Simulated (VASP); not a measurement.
Here is a VASP 6.6.1 calculation.

POSCAR

```
GaP
1.0
    0.0000000000      2.7252500000      2.7252500000
    2.7252500000      0.0000000000      2.7252500000
    2.7252500000      2.7252500000      0.0000000000
Ga P
1 1
Direct
    0.0000000000      0.0000000000      0.0000000000
    0.7500000000      0.7500000000      0.7500000000
```

Contents of INCAR.step1:

```
SYSTEM = GaP
PREC = Accurate
ENCUT = 520
EDIFF = 1E-6
ISMEAR = -1
SIGMA = 0.05
LREAL = .False.
LASPH = .True.
NELM = 60
ALGO = Fast
ISIF = 2
LWAVE = .False.
LCHARG = .True.
GGA = PE
NBANDS = 16
```

Contents of KPOINTS.step1:

```
regular mesh
0
Gamma
  8 8 8
  0 0 0
```

File INCAR.step2:

```
SYSTEM = GaP
PREC = Accurate
ENCUT = 520
EDIFF = 1E-6
ISMEAR = 0
SIGMA = 0.05
LREAL = .False.
LASPH = .True.
NELM = 60
ALGO = Fast
ISIF = 2
LWAVE = .False.
LCHARG = .False.
GGA = PE
NBANDS = 16
ICHARG = 11
```

File KPOINTS.step2:

```
path GXWKGLUWLK,UX
20
line-mode
reciprocal
 0.0000000000  0.0000000000  0.0000000000  G
 0.5000000000  0.0000000000  0.5000000000  X

 0.5000000000  0.0000000000  0.5000000000  X
 0.5000000000  0.2500000000  0.7500000000  W

 0.5000000000  0.2500000000  0.7500000000  W
 0.3750000000  0.3750000000  0.7500000000  K

 0.3750000000  0.3750000000  0.7500000000  K
 0.0000000000  0.0000000000  0.0000000000  G

 0.0000000000  0.0000000000  0.0000000000  G
 0.5000000000  0.5000000000  0.5000000000  L

 0.5000000000  0.5000000000  0.5000000000  L
 0.6250000000  0.2500000000  0.6250000000  U

 0.6250000000  0.2500000000  0.6250000000  U
 0.5000000000  0.2500000000  0.7500000000  W

 0.5000000000  0.2500000000  0.7500000000  W
 0.5000000000  0.5000000000  0.5000000000  L

 0.5000000000  0.5000000000  0.5000000000  L
 0.3750000000  0.3750000000  0.7500000000  K

 0.6250000000  0.2500000000  0.6250000000  U
 0.5000000000  0.0000000000  0.5000000000  X
```

Potentials or basis: VASP PAW PBE potentials, release 64 (Ga_d, P).

The run is started by

```console
$ cat potpaw_PBE.64/Ga_d/POTCAR potpaw_PBE.64/P/POTCAR > POTCAR
$ cp INCAR.step1 INCAR
$ cp KPOINTS.step1 KPOINTS
$ mpirun -np 1 vasp_std > vasp.out
$ cp INCAR.step2 INCAR
$ cp KPOINTS.step2 KPOINTS
$ mpirun -np 1 vasp_std > vasp.out
```

(1) Estimate the band gap along the path.

(2) Predict the band gap on the k mesh.

Results:

(1) 1.59 eV, indirect (least direct gap 1.82 eV).

(2) 1.64 eV, indirect (least direct gap 1.83 eV).

Caveat: the log is that of the step along the path at fixed density, whose energy, stress, charges and moments have no meaning.

**What was measured.**

“Stacking defects in GaP nanowires: Electronic structure and optical properties”, 2018, arxiv:1810.01194 quotes, for a bulk crystal of GaP at 10 K: band gap 2.34 eV (indirect).

Against the measured gap of GaP, 2.34 eV (indirect; 10 K; quoted in “Stacking defects in GaP nanowires: Electronic structure and optical properties”, 2018, arxiv:1810.01194), the calculated 1.59 eV is off by -0.75 eV. Spin-orbit coupling on Ga is left out. The value is that of PBE, without temperature or zero-point motion. Semilocal functionals fall short of measured gaps as a rule.
